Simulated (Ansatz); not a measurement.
Runs of Ansatz 0.2.0 on EuS. Symmetry: Fm-3m, No. 225, cubic system. The conventional cell has a = 5.957 Å, b = 5.957 Å, c = 5.957 Å, α = 90.00°, β = 90.00°, γ = 90.00°. Eu (site symmetry m-3m) is surrounded by 6 S at 2.98 Å. S (site symmetry m-3m) is surrounded by 6 Eu at 2.98 Å. 

```csv
task,level,spin,cell,k mesh,cutoff (eV),smearing,points for each segment of the path,gap on the mesh (eV),pressure (GPa),moment (μB)
single point,PBE,"collinear, ferromagnetic start",as given,8 × 8 × 8,420,gaussian 0.014 eV,-,none,-2.5,6.99
single point,PBE,"collinear, ferromagnetic start",as given,8 × 8 × 8,420,gaussian 0.023 eV,-,none,-2.5,6.99
single point,PBE,"collinear, ferromagnetic start",as given,8 × 8 × 8,420,gaussian 0.018 eV,-,none,-2.5,6.99
band structure,r2SCAN,"non-collinear, ferromagnetic start, SOC",as given,6 × 6 × 6,500,fermi-dirac 0.05 eV,14,none,-2.5,6.95
single point,PBE,"collinear, ferromagnetic start",as given,8 × 8 × 8,420,gaussian 0.028 eV,-,none,-2.5,6.99
band structure,RPBE,"collinear, ferromagnetic start",as given,8 × 8 × 8,420,fermi-dirac 0.05 eV,14,none,-0.2,6.99
relaxation of cell and atoms,PBEsol,"collinear, ferromagnetic start",relaxed,8 × 8 × 8,420,fermi-dirac 0.05 eV,-,-,0.0,(a)
single point,PBE,"collinear, ferromagnetic start",as given,8 × 8 × 8,420,gaussian 0.027 eV,-,none,-2.5,6.99
```

Alike in all rows: potentials or basis Ansatz PAW.

Q: Estimate the missing entries.

A: (a) 6.92.

Caveats: a cell with one magnetic atom can't hold antiferromagnetic order, which such compounds often take; without U or exact exchange the open f shell lies at the Fermi level, which spoils levels, moments and volumes; spin-orbit coupling is left out, which moves the levels of the heavy elements (some runs); the PAW data sets come from PBE, with cores solved anew for the run's functional, which leaves a small shift of forces and pressure (some runs); the magnetic or orbital state may not be the lowest (some runs); the plane-wave basis is chosen anew once the cell has moved, so the energies of steps on either side of that aren't comparable (some runs).

A k mesh can miss the band edges, and rows without SOC leave out spin-orbit coupling on Eu.

A gap of «none» marks a metal or a gap under the smearing width.
